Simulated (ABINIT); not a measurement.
# Pb (P6_3/mmc) in ABINIT: reference runs

Reference runs on Pb: the cell as given and a disturbed copy.

All numbers are computed with ABINIT 10.8.3 (patched build); they aren't measurements. Logs are shortened: lines on timing, memory, paths and dates and some standing lists are left out, and cuts for length are marked. The log counts tension as positive stress, the text compression.

### 1 The structure

It takes space group P6_3/mmc (No. 194, hexagonal). Conventional cell: a = 3.480 Å, b = 3.480 Å, c = 5.590 Å, α = 90.00°, β = 90.00°, γ = 120.00°. Around Pb (site symmetry -6m2) lie 12 Pb at 3.44 to 3.48 Å.

This isn't the form of Pb at room conditions, which is fcc.

### 2 Single point, PBEsol

File run.abi:

```
# Pseudopotentials
pp_dirpath "./"
pseudos "Pb.upf"

# Structure
acell 3.48 3.48 5.59 Angstrom
rprim
     1.0000000000     0.0000000000     0.0000000000
    -0.5000000000     0.8660254038     0.0000000000
     0.0000000000     0.0000000000     1.0000000000
ntypat 1
znucl 82
natom 2
typat 1 1
xred
     0.6666666667     0.3333333333     0.7500000000
     0.3333333333     0.6666666667     0.2500000000

# Plane-wave basis
ecut 28.0

# k points
kptopt 1
ngkpt 9 9 5
nshiftk 1
shiftk 0.0 0.0 0.0

# Exchange and correlation
ixc -116133

# Bands and occupations
nband 18
occopt 3
tsmear 0.05 eV

# SCF cycle
nstep 100
tolvrs 1.0e-10

# Output
iomode 3
prtwf 0
prteig 0
prtebands 0
prtden 1
prtvha 1
prtvclmb 1
prtpot 1
prtelf 1
```

Potentials or basis: PseudoDojo NC SR PBEsol v0.4.1 standard.

The run is started by

```console
> abinit run.abi > log 2>&1
```

run.abo:

```text
.Version 10.8.3 of ABINIT
 Symmetries : space group P6_3/m m c (#194); Bravais hP (primitive hexag.)
================================================================================
 Values of the parameters that define the memory need of the present run
     intxc =       0    ionmov =       0      iscf =       7    lmnmax =       6
     lnmax =       6     mgfft =      54  mpssoang =       3    mqgrid =    3001
     natom =       2  nloc_mem =       1    nspden =       1   nspinor =       1
    nsppol =       1      nsym =      24    n1xccc =    2501    ntypat =       1
    occopt =       3   xclevel =       2
       mpw =        2826          nfft =       55296          nkpt =          36
================================================================================
================================================================================

--------------------------------------------------------------------------------
------------- Echo of variables that govern the present computation ------------
--------------------------------------------------------------------------------
 -outvars: echo values of preprocessed input variables --------
            acell      6.5762469182E+00  6.5762469182E+00  1.0563569044E+01 Bohr
              amu      2.07200000E+02
             ecut      2.80000000E+01 Hartree
              ixc     -116133
         kptrlatt        9    0    0      0    9    0      0    0    5
          kptrlen      5.28178452E+01
            natom           2
            nband          18
            ngfft          32      32      54
             nkpt          36
            nstep         100
             nsym          24
           ntypat           1
           occopt           3
        prtebands           0
           prteig           0
           prtelf           1
           prtpot           1
         prtvclmb           1
           prtvha           1
            prtwf           0
            rprim      1.0000000000E+00  0.0000000000E+00  0.0000000000E+00
                      -5.0000000000E-01  8.6602540380E-01  0.0000000000E+00
                       0.0000000000E+00  0.0000000000E+00  1.0000000000E+00
          spgroup         194
           tolvrs      1.00000000E-10
           tsmear      1.83746611E-03 Hartree
            typat      1  1
           xangst      1.7400000000E+00  1.0045894684E+00  4.1925000000E+00
                       1.9253230604E-17  2.0091789368E+00  1.3975000000E+00
            xcart      3.2881234591E+00  1.8983989643E+00  7.9226767829E+00
                       3.6383332881E-17  3.7967979285E+00  2.6408922610E+00
             xred      6.6666666667E-01  3.3333333333E-01  7.5000000000E-01
                       3.3333333333E-01  6.6666666667E-01  2.5000000000E-01
            znucl       82.00000

================================================================================

 chkinp: Checking input parameters for consistency.

================================================================================
== DATASET  1 ==================================================================

--- !DatasetInfo
iteration_state: {dtset: 1, }
dimensions: {natom: 2, nkpt: 36, mband: 18, nsppol: 1, nspinor: 1, nspden: 1, mpw: 2826, }
cutoff_energies: {ecut:  28.0, pawecutdg:  -1.0, }
electrons: {nelect:   2.80000000E+01, charge:   0.00000000E+00, occopt:   3.00000000E+00, tsmear:   1.83746611E-03, }
meta: {optdriver: 0, ionmov: 0, optcell: 0, iscf: 7, paral_kgb: 0, }
...

 Real(R)+Recip(G) space primitive vectors, cartesian coordinates (Bohr,Bohr^-1):
 R(1)=  6.5762469  0.0000000  0.0000000  G(1)=  0.1520624  0.0877933  0.0000000
 R(2)= -3.2881235  5.6951969  0.0000000  G(2)=  0.0000000  0.1755866  0.0000000
 R(3)=  0.0000000  0.0000000 10.5635690  G(3)=  0.0000000  0.0000000  0.0946650
 Unit cell volume ucvol=  3.9563757E+02 bohr^3
 Angles (23,13,12)=  9.00000000E+01  9.00000000E+01  1.20000000E+02 degrees

 getcut: wavevector=  0.0000  0.0000  0.0000  ngfft=  32  32  54
         ecut(hartree)=     28.000   => boxcut(ratio)=   2.04281

--- Pseudopotential description ------------------------------------------------
- pspini: atom type   1  psp file is ./Pb.upf
12 -116133 2 -1 1678                          pspcod,pspxc,lmax,lloc,mmax
     nproj     2     2     2

   2.48229790E+03                                ecore*ucvol(ha*bohr**3)
--------------------------------------------------------------------------------

================================================================================

--- !BeginCycle
iteration_state: {dtset: 1, }
solver: {iscf: 7, nstep: 100, nline: 4, wfoptalg: 0, }
tolerances: {tolvrs: 1.00E-10, }
...

     iter   Etot(hartree)      deltaE(h)  residm     vres2
 ETOT  1  -140.37652203787    -1.404E+02 4.131E-01 6.556E-01
 ETOT  2  -140.53652747011    -1.600E-01 2.783E-04 1.687E+00
 ETOT  3  -140.53667233055    -1.449E-04 7.915E-05 1.166E+00
 ETOT  4  -140.53697709282    -3.048E-04 5.048E-05 1.265E-03
 ETOT  5  -140.53697731493    -2.221E-07 2.593E-05 2.978E-05
 ETOT  6  -140.53697732124    -6.308E-09 1.507E-05 2.528E-07
 ETOT  7  -140.53697732126    -1.506E-11 8.580E-06 8.092E-08
 ETOT  8  -140.53697732128    -2.345E-11 4.702E-06 9.634E-11

 At SCF step    8       vres2   =  9.63E-11 < tolvrs=  1.00E-10 =>converged.

 Compute ELF
--------------------------------------------------------------------------------

 Compute kinetic energy density

 Compute gradient of the electron density
 Electron Localization Function (ELF) [min:0;max:1]
)     Maximum=    4.7669E-01  at reduced coord.    0.7500    0.3125    0.8519
)     Minimum=    9.4583E-07  at reduced coord.    0.3125    0.6563    0.2407
   Integrated=    1.0727E+02

--------------------------------------------------------------------------------
 End of ELF section

 Cartesian components of stress tensor (hartree/bohr^3)
  sigma(1 1)=  4.88478667E-06  sigma(3 2)=  0.00000000E+00
  sigma(2 2)=  4.88478610E-06  sigma(3 1)=  0.00000000E+00
  sigma(3 3)= -1.23154681E-04  sigma(2 1)=  0.00000000E+00

--- !ResultsGS
iteration_state: {dtset: 1, }
comment   : Summary of ground state results
lattice_vectors:
- [  6.5762469,   0.0000000,   0.0000000, ]
- [ -3.2881235,   5.6951969,   0.0000000, ]
- [  0.0000000,   0.0000000,  10.5635690, ]
lattice_lengths: [   6.57625,    6.57625,   10.56357, ]
lattice_angles: [ 90.000,  90.000, 120.000, ] # degrees, (23, 13, 12)
lattice_volume:   3.9563757E+02
convergence: {deltae: -2.345E-11, res2:  9.634E-11, residm:  4.702E-06, diffor: null, }
etotal    :  -1.40536977E+02
entropy   :   0.00000000E+00
fermie    :   2.06544632E-01
cartesian_stress_tensor: # hartree/bohr^3
- [  4.88478667E-06,   0.00000000E+00,   0.00000000E+00, ]
- [  0.00000000E+00,   4.88478610E-06,   0.00000000E+00, ]
- [  0.00000000E+00,   0.00000000E+00,  -1.23154681E-04, ]
pressure_GPa:   1.1120E+00
xred      :
- [  6.6667E-01,   3.3333E-01,   7.5000E-01, Pb]
- [  3.3333E-01,   6.6667E-01,   2.5000E-01, Pb]
cartesian_forces: # hartree/bohr
- [  2.04725070E-29,   1.18198074E-29,  -0.00000000E+00, ]
- [ -2.04725070E-29,  -1.18198074E-29,  -0.00000000E+00, ]
force_length_stats: {min:   2.36396149E-29, max:   2.36396149E-29, mean:   2.36396149E-29, }
...

 Integrated electronic density in atomic spheres:
 ------------------------------------------------
 Atom  Sphere_radius  Integrated_density
    1        2.00000         10.07003078
    2        2.00000         10.07003078
================================================================================

 ----iterations are completed or convergence reached----

 Mean square residual over all n,k,spin=   10.852E-09; max=  47.017E-07
 reduced coordinates (array xred) for    2 atoms
       0.666666666667      0.333333333333      0.750000000000
       0.333333333333      0.666666666667      0.250000000000
 rms dE/dt=  1.0993E-28; max dE/dt=  0.0000E+00; dE/dt below (all hartree)
    1      -0.000000000000      0.000000000000      0.000000000000
    2       0.000000000000      0.000000000000      0.000000000000

 cartesian coordinates (angstrom) at end:
    1      1.74000000000000     1.00458946840800     4.19250000000000
    2      0.00000000000000     2.00917893681600     1.39750000000000

 cartesian forces (hartree/bohr) at end:
    1      0.00000000000000     0.00000000000000    -0.00000000000000
    2     -0.00000000000000    -0.00000000000000    -0.00000000000000
 frms,max,avg= 1.3648338E-29 2.0472507E-29   0.000E+00  0.000E+00  0.000E+00 h/b

 cartesian forces (eV/Angstrom) at end:
    1      0.00000000000000     0.00000000000000    -0.00000000000000
    2     -0.00000000000000    -0.00000000000000    -0.00000000000000
 frms,max,avg= 7.0182576E-28 1.0527386E-27   0.000E+00  0.000E+00  0.000E+00 e/A
 length scales=  6.576246918159  6.576246918159 10.563569043825 bohr
              =  3.480000000000  3.480000000000  5.590000000000 angstroms
 Fermi (or HOMO) energy (hartree) =   0.20654   Average Vxc (hartree)=  -0.39881
 Eigenvalues (hartree) for nkpt=  36  k points:
 kpt#   1, nband= 18, wtk=  0.00247, kpt=  0.0000  0.0000  0.0000 (reduced coord)
  -0.41960   -0.41777   -0.41777   -0.41772   -0.41685   -0.41685   -0.41487   -0.41487
  -0.40760   -0.40760   -0.23318   -0.08698    0.04871    0.41289    0.41289    0.48193
   0.48193    0.50741
      occupation numbers for kpt#   1
   2.00000    2.00000    2.00000    2.00000    2.00000    2.00000    2.00000    2.00000
   2.00000    2.00000    2.00000    2.00000    2.00000    0.00000    0.00000    0.00000
   0.00000    0.00000
 prteigrs : prtvol=0 or 1, do not print more k-points.

--- !EnergyTerms
iteration_state     : {dtset: 1, }
comment             : Components of total free energy in Hartree
kinetic             :  6.89414323217321E+01
hartree             :  2.45701821032143E+01
xc                  : -3.96430247992878E+01
Ewald energy        : -9.71485912844128E+01
psp_core            :  6.27417127319629E+00
local_psp           : -7.49175162440171E+01
non_local_psp       : -2.86132392274937E+01
internal            : -1.40536585857069E+02
'-kT*entropy'       : -3.91464211032691E-04
total_energy        : -1.40536977321280E+02
total_energy_eV     : -3.82420597173201E+03
band_energy         : -8.15096749321515E+00
...

 Cartesian components of stress tensor (hartree/bohr^3)
  sigma(1 1)=  4.88478667E-06  sigma(3 2)=  0.00000000E+00
  sigma(2 2)=  4.88478610E-06  sigma(3 1)=  0.00000000E+00
  sigma(3 3)= -1.23154681E-04  sigma(2 1)=  0.00000000E+00

-Cartesian components of stress tensor (GPa)         [Pressure=  1.1120E+00 GPa]
- sigma(1 1)=  1.43715386E-01  sigma(3 2)=  0.00000000E+00
- sigma(2 2)=  1.43715369E-01  sigma(3 1)=  0.00000000E+00
- sigma(3 3)= -3.62333581E+00  sigma(2 1)=  0.00000000E+00

== END DATASET(S) ==============================================================
================================================================================

 -outvars: echo values of variables after computation  --------
            acell      6.5762469182E+00  6.5762469182E+00  1.0563569044E+01 Bohr
           etotal     -1.4053697732E+02
            fcart      2.0472507014E-29  1.1819807435E-29 -0.0000000000E+00
                      -2.0472507014E-29 -1.1819807435E-29 -0.0000000000E+00
            rprim      1.0000000000E+00  0.0000000000E+00  0.0000000000E+00
                      -5.0000000000E-01  8.6602540380E-01  0.0000000000E+00
                       0.0000000000E+00  0.0000000000E+00  1.0000000000E+00
           strten      4.8847866745E-06  4.8847861044E-06 -1.2315468086E-04
                       0.0000000000E+00  0.0000000000E+00  0.0000000000E+00
           xangst      1.7400000000E+00  1.0045894684E+00  4.1925000000E+00
                       1.9253230604E-17  2.0091789368E+00  1.3975000000E+00
             xred      6.6666666667E-01  3.3333333333E-01  7.5000000000E-01
                       3.3333333333E-01  6.6666666667E-01  2.5000000000E-01
 Calculation completed.
```

Run time: 42 s. Hardware: 1 thread of Arm Neoverse V1, shared host; peak memory 0.09 GiB.

Results:

```
Free energy                                           : -3824.2060 eV
Pressure                                              : 1.1 GPa
Band gap on the k mesh                                : none (metal or under the smearing width)
Valence electrons inside the program's atomic spheres : Pb 10.07 (radii [1.0584] Å)
```

Levels at points of the mesh, in eV from the Fermi level:
```tsv
k point	band 11	band 12	band 13	band 14	band 15	band 16	band 17	band 18
(0.00, 0.00, 0.00)	-11.97	-7.99	-4.29	5.61	5.61	7.49	7.49	8.19
```

The run has no spin-orbit coupling, so splittings on Pb are missing.

### 3 Single point, PBEsol (atoms moved at random, drawn with an rms of 0.05 Å)

File run.abi:

```
# Pseudopotentials
pp_dirpath "./"
pseudos "Pb.upf"

# Structure
acell 3*1.0 Angstrom
rprim
     3.4800000000     0.0000000000     0.0000000000
    -1.7400000000     3.0137684052     0.0000000000
     0.0000000000     0.0000000000     5.5900000000
ntypat 1
znucl 82
natom 2
typat 1 1
xred
     0.6783200000     0.3518530000     0.7463950000
     0.3425190000     0.6872000000     0.2562440000
chkprim 0
chksymtnons 0
tolsym 1.0e-6

# Plane-wave basis
ecut 28.0

# k points
kptopt 1
ngkpt 9 9 5
nshiftk 1
shiftk 0.0 0.0 0.0

# Exchange and correlation
ixc -116133

# Bands and occupations
nband 18
occopt 3
tsmear 0.05 eV

# SCF cycle
nstep 100
tolvrs 1.0e-10

# Output
iomode 3
prtwf 0
prteig 0
prtebands 0
enunit 1
prtden 1
prtvha 1
prtvclmb 1
prtpot 1
prtelf 1
```

Potentials or basis: PseudoDojo NC SR PBEsol v0.4.1 standard.

The run is started by

```console
> abinit run.abi > log 2>&1
```

Run time: 4.7 min. Hardware: 1 thread of Arm Neoverse V1, shared host; peak memory 0.22 GiB.

It converged, with:

```yaml
Free_energy: -3824.2038 eV
Pressure: 1.2 GPa
Largest_force: 0.079 eV/Å
Band_gap_on_the_k_mesh: none (metal or under the smearing width)
Valence_electrons_inside_the_program's_atomic_spheres: Pb 10.06 (radii [1.0584] Å)
```

Forces on the atoms (eV/Å):
```
Pb  -0.003  0.002  0.079
Pb   0.003 -0.002 -0.079
```

Stress tensor (GPa, compression positive):
```
-0.09  0.01 -0.01
 0.01 -0.09  0.00
-0.01  0.00  3.71
```

Levels at points of the mesh, in eV from the Fermi level:
```csv
k point,band 11,band 12,band 13,band 14,band 15,band 16,band 17,band 18
"(0.00, 0.00, 0.00)",-11.97,-7.99,-4.29,5.59,5.63,7.46,7.52,8.18
```
